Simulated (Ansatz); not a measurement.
Run this with Ansatz 0.2.0, Python API and show what comes out.

Input file `POSCAR_cro2`:
```text
CrO2
1.0
   1.46444900   -4.73401101    0.00000000
   1.46444900    4.73401101    0.00000000
   0.00000000    0.00000000    9.79092201
Cr O
4 8
Direct
   0.14374600    0.87588200    0.57429750
   0.87588200    0.14374600    0.42570250
   0.12411800    0.85625400    0.92570250
   0.85625400    0.12411800    0.07429750
   0.75509000    0.23008500    0.89859450
   0.23008500    0.75509000    0.10140550
   0.24491000    0.76991500    0.39859450
   0.76991500    0.24491000    0.60140550
   0.07467600    0.92532400    0.75000000
   0.92532400    0.07467600    0.25000000
   0.48018200    0.48018200    0.50000000
   0.51981800    0.51981800    0.00000000
```

Script `convert_cro2.py`:
```python
'''Chain to YAML and back, for CrO2.'''

from pathlib import Path

import ansatz as az
from ase.io import read

atoms = read('POSCAR_cro2', format='vasp')
cro2 = az.Crystal.from_ase(atoms).moments(Cr=2.1)

setup = (
    cro2.calculation()
    .functional(az.Functional.LDA)
    .kpoints(spacing=0.29)
    .occupations('gaussian', width=0.02)
    .spin('collinear')
    .hubbard('Cr', 'd', u=2.9, j=0.9)
    .mixing('msr1')
    .phonons('fd', supercell=2, temperatures=(0, 800, 100))
)
Path('written.yaml').write_text(setup.to_yaml())
back = az.Calculation.from_yaml('written.yaml')
print(back.to_python())
print('same input:', back.to_yaml() == setup.to_yaml())
```

```console
$ python convert_cro2.py
(
    az.Lattice.of(((1.464449, -4.73401101, 0.0), (1.464449, 4.73401101, 0.0), (0.0, 0.0, 9.79092201)))
    .atom("Cr", (0.14374600000000004, 0.875882, 0.5742975))
    .atom("Cr", (0.875882, 0.14374600000000004, 0.4257025))
    .atom("Cr", (0.12411799999999998, 0.856254, 0.9257025000000001))
    .atom("Cr", (0.856254, 0.1241180000000001, 0.0742975))
    .atom("O", (0.75509, 0.23008500000000004, 0.8985945))
    .atom("O", (0.23008499999999998, 0.75509, 0.1014055))
    .atom("O", (0.24490999999999993, 0.769915, 0.3985945))
    .atom("O", (0.769915, 0.24490999999999993, 0.6014055))
    .atom("O", (0.07467599999999995, 0.925324, 0.75))
    .atom("O", (0.9253239999999999, 0.07467600000000003, 0.25))
    .atom("O", (0.480182, 0.480182, 0.5))
    .atom("O", (0.519818, 0.519818, 0.0))
    .moments({"Cr": 2.1})
    .calculation()
    .kpoints(spacing=0.29)
    .functional("lda")
    .hubbard("Cr", "d", u=2.9, j=0.9)
    .spin("collinear")
    .mixing(algorithm="msr1")
    .occupations(method="gaussian", width=0.02)
    .phonons(method="fd", supercell=(2, 2, 2), temperatures=(0.0, 800.0, 100.0))
)

same input: True
```

File `written.yaml` afterwards:
```yaml
crystal:
  lattice:
    - [1.464449, -4.73401101, 0.0]
    - [1.464449, 4.73401101, 0.0]
    - [0.0, 0.0, 9.79092201]
  atoms:
    - { symbol: Cr, position: [0.14374600000000004, 0.875882, 0.5742975] }
    - { symbol: Cr, position: [0.875882, 0.14374600000000004, 0.4257025] }
    - { symbol: Cr, position: [0.12411799999999998, 0.856254, 0.9257025000000001] }
    - { symbol: Cr, position: [0.856254, 0.1241180000000001, 0.0742975] }
    - { symbol: O, position: [0.75509, 0.23008500000000004, 0.8985945] }
    - { symbol: O, position: [0.23008499999999998, 0.75509, 0.1014055] }
    - { symbol: O, position: [0.24490999999999993, 0.769915, 0.3985945] }
    - { symbol: O, position: [0.769915, 0.24490999999999993, 0.6014055] }
    - { symbol: O, position: [0.07467599999999995, 0.925324, 0.75] }
    - { symbol: O, position: [0.9253239999999999, 0.07467600000000003, 0.25] }
    - { symbol: O, position: [0.480182, 0.480182, 0.5] }
    - { symbol: O, position: [0.519818, 0.519818, 0.0] }
kpoints:
  mp_grid:
    kspacing: 0.29
hamiltonian:
  xc: lda
  hubbard:
    - { species: Cr, l: d, u: 2.9, j: 0.9 }
magnetization:
  spin_polarized: true
  per_species:
    Cr: 2.1
scf:
  mixing:
    algorithm: msr1
  occupations:
    method: gaussian
    width: 0.02
phonons:
  method: fd
  supercell: [2, 2, 2]
  temperatures:
    t_min: 0.0
    t_max: 800.0
    t_step: 100.0
```

The input is only written out: it wasn't run, and its settings aren't tested. The structure comes from a database and needn't be a stable phase.
